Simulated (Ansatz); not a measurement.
# Two states of Mn

```yaml
crystal:
  lattice:
    - [-1.56091, 4.63952, 1.52416]
    - [1.43416, 1.47986, 4.64568]
    - [1.44418, 1.52147, -1.56577]
  atoms:
    - { symbol: Mn, position: [0.98060, 0.06367, 0.01671] }
    - { symbol: Mn, position: [0.47398, 0.53499, 0.11788] }
    - { symbol: Mn, position: [0.48099, 0.99467, 0.62506] }
    - { symbol: Mn, position: [0.99691, 0.56891, 0.58790] }
```

Method: r2SCAN, with U_eff = 5.6 eV on Mn d (all-electron-ortho-atomic projectors); PAW, plane waves to 500 eV, 4×4×7 (shifted by 0.5, 0.5, 0 steps) mesh, fermi-dirac occupations (width 0.1 eV) (Ansatz 0.2.0), atoms fixed.

State A: Mn1 up, Mn2 down, Mn3 up, Mn4 down (collinear spin). State B: Mn1 up, Mn2 down, Mn3 down, Mn4 down (collinear spin).

Problem. Which state is lower, and how do they differ?

Solution. State A is lower by 45.3 meV an atom at zero smearing; in free energy at this smearing B lies +42.9 meV an atom from A.

```
state  free energy (meV/atom)  largest moment in a small sphere (μB)  net moment (μB/cell)  gap on mesh (eV)  pressure (GPa)  largest force (eV/Å)
    A                     0.0                                   4.21                  0.03             metal            46.5                  3.17
    B                    42.9                                   4.29                  8.28             metal            44.6                  3.23
```

Origin: a strained cell with displaced atoms, so it need not be a known compound. Caveats: the k mesh is coarse if the cell is a metal; atoms or cell far from equilibrium.
